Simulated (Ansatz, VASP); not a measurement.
## One calculation of Hg, two programs

INCAR

```
SYSTEM = Hg
ALGO = Normal ; EDIFF = 1E-7
EDIFFG = -0.01 ; ENCUT = 600
GGA = PE ; IBRION = 2
ISIF = 3 ; ISMEAR = 0
LASPH = .TRUE. ; LCHARG = .FALSE.
LREAL = .FALSE. ; LWAVE = .FALSE.
NELM = 100 ; NSW = 100
PREC = Accurate ; SIGMA = 0.1
```

KPOINTS

```
k-points
0
G
  18 18 10
  0 0 0
```

The input POSCAR:

```
Hg
1.0
    3.4618096384      0.0000000000      0.0000000000
   -1.7309048192      2.9980150899      0.0000000000
    0.0000000000      0.0000000000      5.4875482800
Hg
2
Direct
    0.6666666700      0.3333333300      0.7500000000
    0.3333333300      0.6666666700      0.2500000000
```

Input for Ansatz:

```yaml
crystal:
  lattice:
    - [3.4618096384, 0.0, 0.0]
    - [-1.7309048192, 2.9980150899, 0.0]
    - [0.0, 0.0, 5.48754828]
  atoms:
    - { symbol: Hg, position: [0.66666667, 0.33333333, 0.75] }
    - { symbol: Hg, position: [0.33333333, 0.66666667, 0.25] }
basis:
  ecutwfc: 420
kpoints:
  mp_grid: { grid: [18, 18, 10] }
hamiltonian:
  xc: pbe
scf:
  occupations: { method: gaussian, width: 0.1 }
output:
  forces: true
  stress: true
  eigenvalues: true
relax:
  adjacent_minimum: "off"
  f_tol: 0.01
  max_steps: 80
  cell: { stress_tol: 0.05 }
```

Alike in both runs: task relaxation of cell and atoms; functional PBE; k mesh 18 × 18 × 10; occupations gaussian, width 0.1 eV; no spin polarisation.

|  | VASP | Ansatz |
| --- | --- | --- |
| version | VASP 6.6.1 | Ansatz 0.2.0 |
| potentials or method | VASP PAW PBE potentials, release 64 (Hg) | scalar-relativistic, plane waves, PAW |
| plane-wave cutoff (eV) | 600 | 420 |
| valence electrons in the cell | 24 | 40 |

```csv
,VASP,Ansatz,Ansatz less VASP
"gap on the k mesh at the Fermi level, each at its own relaxed structure (eV)",0.35,0.30,-0.049
relaxed volume (Å³/atom),31.53,31.34,-0.188
relaxed cell length with the largest relative difference (Å),3.612,3.602,-0.0104
energy change over the relaxation (meV/atom),-9,-7,+1.8
```

The two sets of potentials don't hold the same shells in valence.

Caveats: spin-orbit coupling is left out, which moves the levels of the heavy elements.
